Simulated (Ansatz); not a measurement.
**Relaxing NbAs in the rocksalt type**

First guess:

```
CELL_PARAMETERS angstrom
0.00000 2.61190 2.61190
2.61190 0.00000 2.61190
2.61190 2.61190 0.00000
ATOMIC_POSITIONS crystal
Nb 0.00000 0.00000 0.00000
As 0.50000 0.50000 0.50000
```

All numbers below come from Ansatz 0.2.0, DFT, PBE, PAW with Ansatz's default frozen-core files, scalar-relativistic.

Cell and atoms relax within the symmetry of the start on a 11×11×11 k mesh with 0.05 eV Fermi–Dirac smearing.

The start is built from a prototype, known or not as a phase of this compound; the cutoff is 420 eV.

Task: What is the pressure of the first guess?

Result: 4.50 GPa.

Task: What does it relax to?

Result: a = 5.275 Å, b = 5.275 Å, c = 5.275 Å, α = 90.00°, β = 90.00°, γ = 90.00° (conventional cell), 18.35 Å³ per atom:
```
CELL_PARAMETERS angstrom
0.00000 2.63760 2.63760
2.63760 0.00000 2.63760
2.63760 2.63760 0.00000
ATOMIC_POSITIONS crystal
Nb 0.00000 0.00000 0.00000
As 0.50000 0.50000 0.50000
```

Task: How much energy does the relaxation release?

Result: 7 meV/atom.
